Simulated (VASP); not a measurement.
A run of VASP 6.6.1 is set up as follows.

Contents of INCAR:

```
  PREC = Accurate
  ENCUT = 520
  EDIFF = 1E-6
  ISMEAR = -1
  SIGMA = 0.05
  LREAL = F
  LASPH = T
  NELM = 100
  ALGO = Normal
  ISIF = 2
  LWAVE = F
  LCHARG = F
  GGA = RE
  IVDW = 12
  NBANDS = 26
```

KPOINTS

```
regular mesh
0
Gamma
  7 7 4
```

The input POSCAR:

```
CdSe
1.0
    4.2711400700      0.0000000000      0.0000000000
   -2.1355700350      3.6989158038      0.0000000000
    0.0000000000      0.0000000000      6.9728844864
Cd Se
2 2
Direct
    0.6666666667      0.3333333333      0.5000000000
    0.3333333333      0.6666666667      0.0000000000
    0.6666666667      0.3333333333      0.8850000000
    0.3333333333      0.6666666667      0.3850000000
```

Potentials or basis: VASP PAW PBE potentials, release 64 (Cd, Se).

Run with:

```bash
$ cat potpaw_PBE.64/Cd/POTCAR potpaw_PBE.64/Se/POTCAR > POTCAR
$ mpirun -np 1 vasp_std > vasp.out
```

Question: Predict the largest force.

Answer: 0.321 eV/Å.

Question: What does it give for the pressure?

Answer: 1.8 GPa.

Question: What does it give for the dispersion energy per atom?

Answer: -0.627 eV.

Stress tensor (GPa, compression positive):
```
2.63 0.00 0.00
0.00 2.63 0.00
0.00 0.00 0.19
```

Caveat: the PAW data sets were made with another functional, which shifts forces and pressure a little.

**Measured values to compare with.**

From a printed reference work, data compilation, for a bulk crystal of CdSe at 2 K: band gap 1.841 eV.

A measured gap of CdSe is 1.841 eV (2 K; a printed reference work, data compilation); the calculated 0.87 eV misses it by -0.97 eV. Spin-orbit coupling on Cd, Se is left out. The value is that of revPBE+D3(BJ), without temperature or zero-point motion. Semilocal functionals fall short of measured gaps as a rule.
